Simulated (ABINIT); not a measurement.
# AlN: single point with PBEsol

**Measured values to compare with.**

From “Structural and optical properties of self-assembled AlN nanowires grown on SiO2/Si substrates by molecular beam epitaxy”, 2024, arxiv:2402.00216, for a bulk crystal of AlN at 0 K: band gap 6.0343 eV (an exciton energy, a little under the gap).

The system is AlN.

```
Al N
1.0
     3.11300    0.00000    0.00000
    -1.55650    2.69594    0.00000
     0.00000    0.00000    4.98100
Al N
2 2
Direct
  0.66667 0.33333 0.50000
  0.33333 0.66667 0.00000
  0.66667 0.33333 0.88000
  0.33333 0.66667 0.38000
```

```
Program             : ABINIT 10.8.3 (patched build)
Task                : single point
Functional          : PBEsol
Potentials or basis : JTH PAW PBE v2.0
Cutoff              : 680 eV
k mesh              : 8 × 8 × 5
Occupations         : fermi-dirac, width 0.05 eV
Spin                : no spin polarisation
```

```json
{"Largest force": "0.133 eV/Å", "Band gap on the k mesh": "4.12 eV, direct", "Valence electrons inside the program's atomic spheres": "Al 0.90; N 2.62"}
```

Forces on the atoms (eV/Å):
```
Al   0.000  0.000 -0.133
Al   0.000  0.000 -0.133
N    0.000  0.000  0.133
N    0.000  0.000  0.133
```

Levels at points of the mesh, in eV from the valence-band top:
| k point | band 4 | band 5 | band 6 | band 7 | band 8 | band 9 | band 10 | band 11 | band 12 |
| --- | --- | --- | --- | --- | --- | --- | --- | --- | --- |
| (0.00, 0.00, 0.00) | -0.84 | -0.84 | -0.18 | -0.18 | 0.00 | 4.12 | 6.54 | 10.49 | 11.03 |
| (0.50, 0.00, 0.00) | -4.18 | -3.38 | -2.09 | -1.81 | -0.67 | 5.67 | 5.68 | 8.08 | 10.19 |

Run time: 30 s on 1 thread of Arm Neoverse V1, on a shared host, peak memory 0.11 GiB.

Measured gap of AlN: 6.0343 eV (an exciton energy, a little under the gap; 0 K; quoted in “Structural and optical properties of self-assembled AlN nanowires grown on SiO2/Si substrates by molecular beam epitaxy”, 2024, arxiv:2402.00216). This calculation gives 4.12 eV (-1.92 eV). 2 values of this kind are on record (6.034 to 6.0343 eV); this one was drawn at random. The value is that of PBEsol, without temperature or zero-point motion. Semilocal functionals fall short of measured gaps as a rule.

Caveat: the PAW data sets were made with another functional, which shifts forces and pressure a little.
